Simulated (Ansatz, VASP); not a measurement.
# CdS in VASP and in Ansatz

```
CELL_PARAMETERS angstrom
4.13251 0.00000 0.00000
0.00000 5.84425 0.00000
0.00000 0.00000 4.24774
ATOMIC_POSITIONS crystal
Cd 0.00000 0.99701 0.00001
Cd 0.50000 0.49701 0.50001
S 0.50000 0.25299 0.00001
S 0.00000 0.75299 0.50001
```

The cell was built by a generator and needn't be a form met in nature.

Alike in both runs: functional PBE; k mesh 8 × 6 × 6; occupations gaussian, width 0.02 eV; no spin polarisation.

Ansatz relaxed the structure, and its values are those at the end. VASP's run is a single point on that final structure, the one shown.

```csv
,VASP,Ansatz
version,VASP 6.6.1,Ansatz 0.2.0
potentials or method,"VASP PAW PBE potentials, release 64 (Cd, S)","scalar-relativistic, plane waves, PAW"
plane-wave cutoff (eV),520,420
valence electrons in the cell,36,52
```

Ansatz gave:

| Item | Value |
| --- | --- |
| gap on the k mesh at the Fermi level (eV) | 1.03 |
| least direct gap on the mesh (eV) | 1.03 |
| pressure (GPa) | 0.8 |

What did VASP give for the same quantities?

gap on the k mesh at the Fermi level (eV): 1.03; least direct gap on the mesh (eV): 1.03; pressure (GPa): 1.1.

The two sets of potentials don't hold the same shells in valence. Ansatz warned: «structure_snapped_to_symmetry».
